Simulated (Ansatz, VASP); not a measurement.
Two plane-wave programs on AlN

File INCAR:

```
PREC = Accurate
ENCUT = 600
EDIFF = 1E-6
ISMEAR = 0
SIGMA = 0.01
LREAL = False
LASPH = True
NELM = 60
ALGO = Normal
ISIF = 3
LWAVE = False
LCHARG = False
GGA = PE
IVDW = 12
IBRION = 2
NSW = 80
EDIFFG = -0.01
```

File KPOINTS:

```
Automatic mesh
0
Gamma
  6 6 4
```

The input POSCAR:

```
AlN
1.0
    3.1130000000      0.0000000000      0.0000000000
   -1.5565000000      2.6959400000      0.0000000000
    0.0000000000      0.0000000000      4.9810000000
Al N
2 2
Direct
    0.3333333333      0.6666666667      0.0000000000
    0.6666666667      0.3333333333      0.5000000000
    0.3333333333      0.6666666667      0.3800000000
    0.6666666667      0.3333333333      0.8800000000
```

Input for Ansatz:

```yaml
crystal:
  lattice:
    - [3.113, 0.0, 0.0]
    - [-1.5565, 2.69594, 0.0]
    - [0.0, 0.0, 4.981]
  atoms:
    - { symbol: Al, position: [0.3333333333333333, 0.6666666666666666, 0.0] }
    - { symbol: Al, position: [0.6666666666666666, 0.3333333333333333, 0.5] }
    - { symbol: "N", position: [0.3333333333333333, 0.6666666666666666, 0.38] }
    - { symbol: "N", position: [0.6666666666666666, 0.3333333333333333, 0.88] }
kpoints:
  mp_grid:
    grid: [6, 6, 4]
hamiltonian:
  xc: pbe
  dispersion: d3bj
scf:
  occupations:
    method: fixed
relax:
  cell: {}
```

Alike in both runs: task relaxation of cell and atoms; functional PBE; dispersion D3(BJ); k mesh 6 × 6 × 4; no spin polarisation.

|  | VASP | Ansatz |
| --- | --- | --- |
| version | VASP 6.6.1 | Ansatz 0.2.0 |
| potentials or method | VASP PAW PBE potentials, release 64 (Al, N) | plane waves, PAW |
| plane-wave cutoff (eV) | 600 | 420 |
| occupations | gaussian, width 0.01 eV | fixed |
| valence electrons in the cell | 16 | 16 |

VASP gave:

- relaxed volume (Å³/atom): 10.40
- relaxed cell length with the largest relative difference (Å): 3.106

Question: What did Ansatz give for the same quantities?

Answer: Relaxed volume (Å³/atom): 10.42; relaxed cell length with the largest relative difference (Å): 3.109.

PBE gaps usually lie below the measured ones, often by a third to a half.
